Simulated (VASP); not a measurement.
Wanted: the native input for a VASP 6.6.1 run.

| Quantity | Value |
| --- | --- |
| Task | relaxation of cell and atoms |
| Functional | PBE |
| Potentials or basis | VASP PAW PBE potentials, release 64 (Te_GW, Be_GW) |
| Cutoff | 630 eV |
| k mesh | 8 × 8 × 8 |
| Occupations | fermi-dirac, width 0.05 eV |
| Spin | no spin polarisation |
| Further INCAR settings | ALGO = Normal; EDIFF = 1e-06; IBRION = 2; EDIFFG = -0.02; NSW = 40; ISIF = 3 |

The structure of BeTe lies in POSCAR:

```
BeTe
1.0
    0.0000000000      2.7700000000      2.7700000000
    2.7700000000      0.0000000000      2.7700000000
    2.7700000000      2.7700000000      0.0000000000
Te Be
1 1
Direct
    0.7500000000      0.7500000000      0.7500000000
    0.0000000000      0.0000000000      0.0000000000
```

One way to write it, as run:

INCAR

```
PREC     = Accurate       # precision mode
ENCUT    = 630            # plane-wave cutoff, eV
EDIFF    = 1E-6           # SCF threshold, eV
ISMEAR   = -1             # smearing method
SIGMA    = 0.05           # smearing width, eV
LREAL    = F              # projectors in reciprocal space
LASPH    = T              # aspherical terms in the spheres
NELM     = 100            # most SCF steps
ALGO     = Normal         # electronic algorithm
ISIF     = 3              # what is computed and relaxed
LWAVE    = F              # write WAVECAR
LCHARG   = F              # write CHGCAR
GGA      = PE             # functional
IBRION   = 2              # ionic algorithm
NSW      = 40             # ionic steps
EDIFFG   = -0.02          # ionic threshold
```

KPOINTS

```
Automatic mesh
0
Gamma
  8 8 8
```

Potentials or basis: VASP PAW PBE potentials, release 64 (Te_GW, Be_GW).

Command:

```console
$ cat potpaw_PBE.64/Te_GW/POTCAR potpaw_PBE.64/Be_GW/POTCAR > POTCAR
$ mpirun -np 1 vasp_std > vasp.out
```

Results of the run:

```
Relaxed volume                         : 22.74 Å³/atom
Relaxed cell                           : a = 4.007 Å, b = 4.007 Å, c = 4.007 Å, α = 60.00°, β = 60.00°, γ = 60.00°
Space group after relaxing (to 0.05 Å) : F-43m (No. 216)
Energy gained by relaxing              : 19.3 meV/atom
Ionic steps                            : 3
Pressure after relaxing                : 0.0 GPa
Band gap on the k mesh                 : 2.02 eV, indirect (least direct gap 3.63 eV)
```

Caveat: spin-orbit coupling is left out, which moves the levels of the heavy elements.

It took 24 s on 1 thread of AMD EPYC 7R13 Processor (Zen 3), with other jobs on the host, peak memory 0.17 GiB.
